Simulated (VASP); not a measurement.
The system is SnSe.

```
Sn Se
1.0
     0.00000    3.01043    3.01043
     3.01043    0.00000    3.01043
     3.01043    3.01043    0.00000
Sn Se
1 1
Direct
  0.00000 0.00000 0.00000
  0.50000 0.50000 0.50000
```

Measurements of this composition are mostly on another form, of space group No. 62.

| Property | Result |
| --- | --- |
| Program | VASP 6.6.1 |
| Task | relaxation of cell and atoms |
| Functional | PBEsol |
| Potentials or basis | VASP PAW PBE potentials, release 64 (Sn, Se) |
| Cutoff | 580 eV |
| k mesh | 10 × 10 × 10 |
| Occupations | gaussian, width 0.1 eV |
| Spin | no spin polarisation |

At the start: pressure -1.9 GPa; volume 27.28 Å³/atom.

Task: Where does the relaxation end?

Result: Over 3 steps the energy falls by 6.3 meV/atom and the volume is 26.29 Å³/atom (-3.7 %); space group Fm-3m (No. 225, to 0.05 Å).

The path:
| step | energy change (eV) | largest force (eV/Å) | pressure (GPa) | volume (Å³) |
| --- | --- | --- | --- | --- |
| 1 | 0.0000 | 0.0000 | -1.95 | 54.57 |
| 2 | -0.0113 | 0.0000 | 0.65 | 51.99 |
| 3 | -0.0125 | 0.0000 | 0.00 | 52.57 |

Final structure:
```xyz
2
Lattice="0.0000 2.9733 2.9733 2.9733 0.0000 2.9733 2.9733 2.9733 0.0000" Properties=species:S:1:pos:R:3 pbc="T T T"
Sn    0.0000    0.0000    0.0000
Se    2.9733    2.9733    2.9733
```

Caveat: the PAW data sets were made with another functional, which shifts forces and pressure a little.
